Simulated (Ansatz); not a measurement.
# Charge trapping in glassy Al2O3 (200 atoms), part 3 of 4

Does an extra electron or hole in glassy Al2O3 (200 atoms) stay spread out, or do the atoms trap it?

Ansatz 0.2.0; Kohn-Sham DFT, PBE, PAW (set soft_1), plane waves.

The cell: 80 Al and 120 O. The quench rate of 20 K/ps is many orders above laboratory rates. The starting topology of bonds comes from the classical model. The Brillouin zone is sampled at Γ only, in a cell whose shortest periodic width is 13 Å.

So far. Step 6 (An extra electron, atoms relaxed): The relaxation converged after 3 steps, 0.0101 eV below its start, with a largest force component of 0.021 eV/Å. Step 6 (An extra electron, atoms relaxed): An extra electron, atoms relaxed: the energy stands 8.52 eV above that of the reference. An odd electron should give 1 μB; this run ended with the carrier shared between both spins.

## (7) An extra electron, levels at the relaxed geometry

A single point at the new geometry gives levels and spin density.

File input.yaml:

```yaml
crystal:
  lattice:
    - [13.0461, 0.0, 0.0]
    - [0.0, 13.0461, 0.0]
    - [0.0, 0.0, 13.0461]
  atoms:
    - { symbol: Al, position: [0.13202, 0.64803, 0.49491] }
    - { symbol: Al, position: [0.3897, 0.05433, 0.30315] }
    - { symbol: Al, position: [0.76382, 0.15721, 0.74416] }
    - { symbol: Al, position: [0.45032, 0.57309, 0.71791] }
    - { symbol: Al, position: [0.92592, 0.59963, 0.43789] }
    - { symbol: Al, position: [0.09074, 0.23875, 0.38189] }
    [... 188 atom lines left out ...]
    - { symbol: O, position: [0.44966, 0.29912, 0.13924] }
    - { symbol: O, position: [0.66124, 0.36515, 0.88592] }
    - { symbol: O, position: [0.6379, 0.58521, 0.8945] }
    - { symbol: O, position: [0.39967, 0.48009, 0.62132] }
    - { symbol: O, position: [0.84392, 0.26131, 0.78605] }
    - { symbol: O, position: [0.08878, 0.05627, 0.46017] }
total_charge: -1
kpoints:
  mp_grid: { grid: [1, 1, 1] }
hamiltonian:
  xc: pbe
  pseudopotentials: { kind: paw, azcp: { folder: soft_1 } }
scf:
  occupations: { method: fermi_dirac, width: 0.01 }
  lower_state_search: "off"
output:
  forces: true
  stress: true
  populations: intrinsic
  dos:
    method: { smearing: { sigma: 0.15 } }
    de: 0.1
    projected: { site_lists: { Al: [Al], O: [O] } }
  eigenvalues: true
  write_density: true
  write_potential: true
  volumetric_format: npy
magnetization:
  spin_polarized: true
  initial_magnetization: 1
```

Started as:

```bash
$ ansatz run input.yaml --threads 8 --pin off --max-ram 15872MiB --backend cpu --events-out ev --progress --plain --runs-dir out
```

Numbers of over 12 decimals in the logs are rounded to 6 here.

What it wrote:

```text
[...]
Crystal: 200 atoms, lattice volume = 2220.456 Å³
Basis set: ecut = 420 eV, 43507 PW (Γ), exchange–correlation on 180×180×180 points (8 copies of the dense FFT grid, shifted against one another)
Bands: 681, of which v1, the nominal top of the filled ones, is band 481 counted from 1 (480 counted from 0)
Symmetry: 1 space group operations
[...]
k-points: 1
[...]
Starting moments: Σ|m| = 1 μB on 200 of 200 sites
[...]
SCF iter   1: F=—  HF=-111454.241047 eV  |F-HF|=—  |Δ(HF+E_count)|=         —  Δρ=6.31e-2 (↑6.27e-2 ↓6.31e-2)  dr2=3.61e2  dr2_m=1.44e-3  M=1.000 μB ∫|m|=1.002 μB  β_m=1.00  ethr=3.10e-3  ⟨swp⟩=6.0  Hψ=5856  notcnv=0  defer=92
[...]
SCF iter   2: F=—  HF=-111375.735582 eV  |F-HF|=—  |Δ(HF+E_count)|=         —  Δρ=2.76e-2 (↑2.76e-2 ↓2.76e-2)  dr2=8.00e1  dr2_m=5.19e-4  M=0.512 μB ∫|m|=0.551 μB  β_m=0.30  ethr=3.10e-3  ⟨swp⟩=2.0  Hψ=2542  notcnv=0  defer=388
[...]
SCF iter   6: F=—  HF=-111356.613675 eV  |F-HF|=—  |Δ(HF+E_count)|=   6.18e-2  Δρ=1.06e-3 (↑1.05e-3 ↓1.06e-3)  dr2=6.15e-2  dr2_m=5.46e-5  M=0.418 μB ∫|m|=0.449 μB  β_m=0.30  ethr=1.26e-5  ⟨swp⟩=2.0  Hψ=1054  notcnv=0  defer=388
[...]
SCF iter   8: F=—  HF=-111356.699649 eV  |F-HF|=—  |Δ(HF+E_count)|=   5.79e-2  Δρ=1.50e-4 (↑1.50e-4 ↓1.48e-4)  dr2=2.90e-3  dr2_m=4.88e-6  M=0.337 μB ∫|m|=0.359 μB  β_m=0.70  ethr=3.96e-6  ⟨swp⟩=3.0  Hψ=1721  notcnv=0  defer=388
[...]
SCF iter  17: F=-111356.703437 eV  HF=-111356.703437 eV  |F-HF|=2.01e-8  |Δ(HF+E_count)|=   9.34e-7  Δρ=1.02e-6 (↑1.02e-6 ↓9.52e-7)  dr2=4.89e-8  dr2_m=4.83e-9  M=0.010 μB ∫|m|=0.011 μB  β_m=0.87  ethr=1.04e-11  ⟨swp⟩=6.0  Hψ=8646  notcnv=0
SCF iter  18: F=-111356.703437 eV  HF=-111356.703437 eV  |F-HF|=1.29e-8  |Δ(HF+E_count)|=   1.74e-7  Δρ=6.04e-7 (↑5.53e-7 ↓6.04e-7)  dr2=2.27e-8  dr2_m=5.60e-11  M=0.001 μB ∫|m|=0.001 μB  ethr=5.09e-12  ⟨swp⟩=6.0  Hψ=8242  notcnv=0
[...]
SCF 1 converged in 18 iterations: F = -111356.703437 eV  dr2 = 2.27e-8
[...]
SCF converged after 18 iterations
Magnetization: 0.0008 μB (480.5004 up, 480.4996 down)
Absolute magnetization: 0.0008 μB (∫|ρ↑−ρ↓|, with the PAW one-centre terms)
[...]
Per-site moments (μB) at R_I (Å): [(7.131191850337322e-7, 0.726806), (7.844491343586497e-7, 0.717488), (1.340407524621686e-6, 0.728249), (9.68246153711692e-7, 0.699745), (8.810921940002763e-7, 0.745237), [...]
Free energy (F): -111356.703437 eV
[...]
Internal energy: -111356.689574 eV  (E = F + TS)
E sigma→0 (E₀):  -111356.696506 eV
Entropy (-TS):   -0.013863 eV (-0.069 meV/atom)
Fermi energy:    8.523522 eV
[...]
Σ components = -111356.703437   (vs F -111356.703437, Δ=0.00e0)
--- Forces (eV/Å), atoms counted from 1 ---
  atom   1  Al     0.01901461    -0.00202848     0.00550737
  atom   2  Al    -0.00874601    -0.00087036    -0.00271536
  atom   3  Al     0.00845246    -0.00279943    -0.00487323
  atom   4  Al    -0.00052480     0.01593691     0.00574829
[...]
atom 200  O     -0.00558373    -0.00033584    -0.00061300
  max |Σ_I F_I| component: 7.00e-5 eV/Å
--- Stress (GPa, compression-positive) ---
        0.804764       0.440634       0.310955
        0.440627       0.848840      -0.522611
        0.310955      -0.522615      -0.299216
  P = ⅓ Tr σ = 0.4515 GPa (4.515 kbar)
--- Band table (eV) ---
[...]
--- intrinsic populations: 200 sites ---
  site symbol       q [e]    m [muB]
     0     Al      1.6963     0.0000
     1     Al      1.6781     0.0000
     2     Al      1.6678     0.0000
[...]
199      O      6.8849     0.0000
  spilling = 0.000000 (of n_electrons = 961.000000)
```

The job ended after 79 s (8 threads of Intel Xeon at 2.60GHz (Ice Lake), shared host; peak memory 6.8 GiB).

An extra electron, levels at the relaxed geometry: the energy stands 8.52 eV above that of the reference. An odd electron should give 1 μB; this run ended with the carrier shared between both spins.

The levels nearest the highest filled one (over half full), pooled over k-points and spins:

| level less the highest filled one (eV) | occupation |
| --- | --- |
| -3.07 | 1 |
| -3.07 | 1 |
| 0 | 0.5 |
| 0 | 0.5 |
| 1.29 | 0 |
| 1.29 | 0 |
| 1.44 | 0 |
| 1.44 | 0 |

## (8) Neutral at the geometry of the electron

The neutral cell at the new geometry gives the energy of that geometry without the charge.

input.yaml, the sections that differ from step 7:

```yaml
crystal:
  lattice:
    - [13.0461, 0.0, 0.0]
    - [0.0, 13.0461, 0.0]
    - [0.0, 0.0, 13.0461]
  atoms:
    [... the 200 atom lines of step 7 ...]
scf:
  occupations: { method: gaussian, width: 0.05 }
output:
  forces: true
  stress: true
  populations: intrinsic
  dos:
    method: { smearing: { sigma: 0.15 } }
    de: 0.1
    projected: { site_lists: { Al: [Al], O: [O] } }
  eigenvalues: true
# kpoints, hamiltonian: as in step 7
# total_charge: removed
# magnetization: removed
```

What it wrote:

```text
[...]
Crystal: 200 atoms, lattice volume = 2220.456 Å³
Basis set: ecut = 420 eV, 43507 PW (Γ), exchange–correlation on 180×180×180 points (8 copies of the dense FFT grid, shifted against one another)
Bands: 680, of which v1, the nominal top of the filled ones, is band 480 counted from 1 (479 counted from 0)
Symmetry: 1 space group operations
[...]
k-points: 1
[...]
SCF iter   1: F=—  HF=-111466.932610 eV  |F-HF|=—  |Δ(HF+E_count)|=         —  Δρ=1.28e-1  dr2=3.75e2  ethr=3.10e-3  ⟨swp⟩=6.0  Hψ=2917  notcnv=0  defer=47
[...]
SCF iter   9: F=—  HF=-111365.218067 eV  |F-HF|=—  |Δ(HF+E_count)|=   2.18e-6  Δρ=5.71e-6  dr2=9.80e-7  ethr=1.09e-9  ⟨swp⟩=2.0  Hψ=962  notcnv=0  defer=193
SCF iter  10: F=-111365.218067 eV  HF=-111365.218067 eV  |F-HF|=4.85e-8  |Δ(HF+E_count)|=   2.18e-7  Δρ=1.95e-6  dr2=9.00e-8  ethr=1.04e-11  ⟨swp⟩=15.0  Hψ=4497  notcnv=0
SCF 1 converged in 10 iterations: F = -111365.218067 eV  dr2 = 9.00e-8
[...]
SCF converged after 10 iterations
Free energy (F): -111365.218067 eV
[...]
Internal energy: -111365.218067 eV  (E = F + TS)
E sigma→0 (E₀):  -111365.218067 eV
Fermi energy:    7.012724 eV
[...]
Σ components = -111365.218067   (vs F -111365.218067, Δ=0.00e0)
--- Forces (eV/Å), atoms counted from 1 ---
  atom   1  Al     0.03703125     0.01436697     0.00881958
  atom   2  Al    -0.03599967    -0.00306645    -0.01579993
  atom   3  Al     0.05400358    -0.02802776    -0.02484634
  atom   4  Al    -0.06090452    -0.05189982    -0.02669001
[...]
atom 200  O     -0.02561253    -0.00418152    -0.00457212
  max |Σ_I F_I| component: 8.66e-5 eV/Å
--- Stress (GPa, compression-positive) ---
        0.636058       0.442347       0.315428
        0.442341       0.735577      -0.522701
        0.315428      -0.522705      -0.468275
  P = ⅓ Tr σ = 0.3011 GPa (3.011 kbar)
--- Band table (eV) ---
[...]
--- intrinsic populations: 200 sites ---
  site symbol       q [e]
     0     Al      1.6887
     1     Al      1.6673
     2     Al      1.6536
[...]
199      O      6.8832
  spilling = 0.000000 (of n_electrons = 960.000000)
```

It took 27 s on 8 threads; peak memory 3.8 GiB.

Neutral at the geometry of the electron: the energy stands 0.00589 eV above that of the reference.

## (9) An extra hole, atoms held

The electron count changes by one with the atoms held: a vertical process, on a uniform background, with spin and a narrow Fermi–Dirac smearing. Its energy against the neutral cell hangs on the program's zero of potential.

Changes to input.yaml since step 8:

```diff
@@ -6,3 +6,4 @@
   atoms:
-    [... the 200 atom lines of step 7 ...]
+    [... the 200 atom lines of step 4 ...]
+total_charge: 1
 kpoints:
@@ -13,3 +14,4 @@
 scf:
-  occupations: { method: gaussian, width: 0.05 }
+  occupations: { method: fermi_dirac, width: 0.01 }
+  lower_state_search: "off"
 output:
@@ -23 +25,7 @@
   eigenvalues: true
+  write_density: true
+  write_potential: true
+  volumetric_format: npy
+magnetization:
+  spin_polarized: true
+  initial_magnetization: 1
```

What it wrote:

```text
[...]
Crystal: 200 atoms, lattice volume = 2220.456 Å³
Basis set: ecut = 420 eV, 43507 PW (Γ), exchange–correlation on 180×180×180 points (8 copies of the dense FFT grid, shifted against one another)
Bands: 680, of which v1, the nominal top of the filled ones, is band 480 counted from 1 (479 counted from 0)
Symmetry: 1 space group operations
[...]
k-points: 1
[...]
Starting moments: Σ|m| = 1 μB on 200 of 200 sites
[...]
SCF iter   1: F=—  HF=-111474.439905 eV  |F-HF|=—  |Δ(HF+E_count)|=         —  Δρ=6.51e-2 (↑6.51e-2 ↓6.47e-2)  dr2=3.82e2  dr2_m=1.35e-1  M=1.000 μB ∫|m|=1.025 μB  β_m=1.00  ethr=3.10e-3  ⟨swp⟩=6.0  Hψ=5832  notcnv=0  defer=94
[...]
SCF iter   4: F=—  HF=-111370.562778 eV  |F-HF|=—  |Δ(HF+E_count)|=    7.08e0  Δρ=1.39e-2 (↑1.14e-2 ↓1.39e-2)  dr2=9.70e0  dr2_m=2.21e-1  M=0.997 μB ∫|m|=1.152 μB  β_m=0.30  ethr=3.10e-3  ⟨swp⟩=2.0  Hψ=1720  notcnv=0  defer=386
[...]
SCF iter  15: F=—  HF=-111370.297275 eV  |F-HF|=—  |Δ(HF+E_count)|=   1.15e-2  Δρ=4.86e-4 (↑4.44e-4 ↓4.86e-4)  dr2=3.68e-2  dr2_m=2.16e-3  M=0.998 μB ∫|m|=1.098 μB  β_m=0.30  ethr=1.97e-5  ⟨swp⟩=2.0  Hψ=1655  notcnv=0  defer=386
[...]
spin-set hold released at iteration 15 (site moments' squared step at or under half its running peak, from the soft ceiling on): the magnetisation degrees of freedom join the quasi-Newton model from the next iteration; the mixer history was flushed
SCF iter  16: F=—  HF=-111370.297495 eV  |F-HF|=—  |Δ(HF+E_count)|=   2.20e-4  Δρ=1.17e-3 (↑3.07e-4 ↓1.17e-3)  dr2=5.55e-2  dr2_m=9.63e-3  M=0.992 μB ∫|m|=1.095 μB  β_m=0.24  ethr=3.84e-6  ⟨swp⟩=2.0  Hψ=1694  notcnv=0  defer=386
[...]
SCF iter  18: F=—  HF=-111370.295647 eV  |F-HF|=—  |Δ(HF+E_count)|=   5.41e-3  Δρ=1.18e-3 (↑2.52e-4 ↓1.18e-3)  dr2=5.40e-2  dr2_m=8.71e-3  M=0.997 μB ∫|m|=1.100 μB  β_m=0.03  ethr=3.84e-6  ⟨swp⟩=2.0  Hψ=1708  notcnv=0  defer=386
[...]
SCF iter  34: F=-111370.292721 eV  HF=-111370.292721 eV  |F-HF|=9.34e-9  |Δ(HF+E_count)|=   1.83e-9  Δρ=5.19e-7 (↑1.25e-7 ↓5.19e-7)  dr2=1.20e-8  dr2_m=1.03e-9  M=0.996 μB ∫|m|=1.099 μB  β_m=0.28  ethr=1.27e-12  ⟨swp⟩=4.0  Hψ=5801  notcnv=0
SCF iter  35: F=-111370.292721 eV  HF=-111370.292721 eV  |F-HF|=8.73e-11  |Δ(HF+E_count)|=  2.91e-11  Δρ=1.14e-7 (↑8.06e-8 ↓1.14e-7)  dr2=4.73e-10  dr2_m=8.77e-11  M=0.996 μB ∫|m|=1.099 μB  ethr=1.25e-12  ⟨swp⟩=4.0  Hψ=5736  notcnv=0
SCF 1 converged in 35 iterations: F = -111370.292721 eV  dr2 = 4.73e-10
[...]
SCF converged after 35 iterations
Magnetization: 0.9962 μB (479.9981 up, 479.0019 down)
Absolute magnetization: 1.0994 μB (∫|ρ↑−ρ↓|, with the PAW one-centre terms)
[...]
Per-site moments (μB) at R_I (Å): [(-4.26008202599478e-5, 0.726729), (-7.638115713075684e-5, 0.717352), (-3.892072464690958e-6, 0.727703), (-9.567925356916379e-6, 0.699174), (-1.0652812799493444e-5, 0.745207), [...]
Free energy (F): -111370.292721 eV
[...]
Internal energy: -111370.282354 eV  (E = F + TS)
E sigma→0 (E₀):  -111370.287537 eV
Entropy (-TS):   -0.010367 eV (-0.052 meV/atom)
Fermi energy:    4.871043 eV
[...]
Σ components = -111370.292721   (vs F -111370.292721, Δ=0.00e0)
--- Forces (eV/Å), atoms counted from 1 ---
  atom   1  Al    -0.16612309     0.00621646     0.16251656
  atom   2  Al     0.50125530     0.15414414     0.33108039
  atom   3  Al    -0.00883393    -0.01038952     0.01885044
  atom   4  Al     0.03879254    -0.00681058     0.00770867
[...]
atom 200  O      0.04498190     0.00964059    -0.07825967
  max |Σ_I F_I| component: 7.28e-5 eV/Å
--- Stress (GPa, compression-positive) ---
        1.189200       0.403540       0.381173
        0.403534       0.982717      -0.478424
        0.381174      -0.478428      -0.130744
  P = ⅓ Tr σ = 0.6804 GPa (6.804 kbar)
--- Band table (eV) ---
[...]
--- intrinsic populations: 200 sites ---
  site symbol       q [e]    m [muB]
     0     Al      1.6852    -0.0005
     1     Al      1.6587    -0.0019
     2     Al      1.6499    -0.0002
[...]
199      O      6.8777     0.0077
  spilling = -0.000000 (of n_electrons = 959.000000)
```

Run time: 96 s. Hardware: 8 threads; peak memory 6.8 GiB; 12 min of CPU time.

An extra hole, atoms held: the energy stands 5.07 eV below that of the reference, with a moment of 1.00 μB.

The levels nearest the highest filled one (over half full), pooled over k-points and spins:

| level less the highest filled one (eV) | occupation |
| --- | --- |
| -0.0444 | 0.998 |
| -0.0441 | 0.998 |
| -0.0143 | 0.964 |
| 0 | 0.866 |
| 0.0343 | 0.173 |
| 3.73 | 0 |
| 3.73 | 0 |
| 5.05 | 0 |

Spin density in the ab plane at fractional z = 0.324, with atoms of Al and O within 0.2 Å of it.

Ten even steps from '0' (0.00 e/Å³) to '9' (0.10 e/Å³), each cell a mean:
```
0000000000000000000000000000000000000
0000000000000000000000000000000000000
0000000000000000000000000000000000000
0000000000000000000000000000000000000
0000000000000000000000000000000000000
0000000000000000000000010000000000000
0000000000000000000000010000000000000
0000000000000000000000000000000000000
0000000000003961000000000000000000000
0000000000002531000000000000000000000
0000000000000000000000000000000000000
0000000000000000000000000000000000000
0000000000000000000000000000000000000
0000000000000000000000000000000000000
0000000000000000000000000000000000000
0000000000000000000000000000000000000
0000000000000000000000000000000000000
0000000000000000000000000000000000000
0000000000000000000000000000000000000
0000000000000000000000000000000000000
0000000000000000000000000000000000000
0000000000000000000000000000000000000
0000000000000000000000000000000000000
0000000000000000000000000000000000000
```
Columns run along a (13.0 Å), rows up along b (13.0 Å). Atoms in or near the plane, at fractional coordinates: Al at (0.48, 0.69), Al at (0.24, 0.67), Al at (0.79, 0.98), Al at (0.57, 0.49), Al at (0.05, 0.03), O at (0.40, 0.20), O at (0.94, 0.51), O at (0.17, 0.55), O at (0.08, 0.90), O at (0.55, 0.36), O at (0.62, 0.74), O at (0.65, 0.98), O at (0.72, 0.48).

## (10) An extra hole, atoms relaxed

The atoms now respond to the charge; the energy gained comes from screening by the atoms, from trapping if the charge localises, and from any strain left in the reference.

Input and log are left out; they have the form of those shown for this kind of step.

It took 6.2 min on 8 threads of Intel Xeon at 2.60GHz (Ice Lake), shared host; peak memory 6.7 GiB.

The relaxation converged after 11 steps, 0.329 eV below its start, with a largest force component of 0.039 eV/Å.

An extra hole, atoms relaxed: the energy stands 5.40 eV below that of the reference, with a moment of 1.00 μB.

[end of part 3 of 4]

[Logs are printed without paths, hosts, clocks, repeated set-up lines and the standing remarks that a program may print on its own settings, such as how far it seeks lower states.]

[Hosts, paths, dates, database ids (printed as entryN), source tags and the programs' standing remarks are cut or masked in the printed files.]
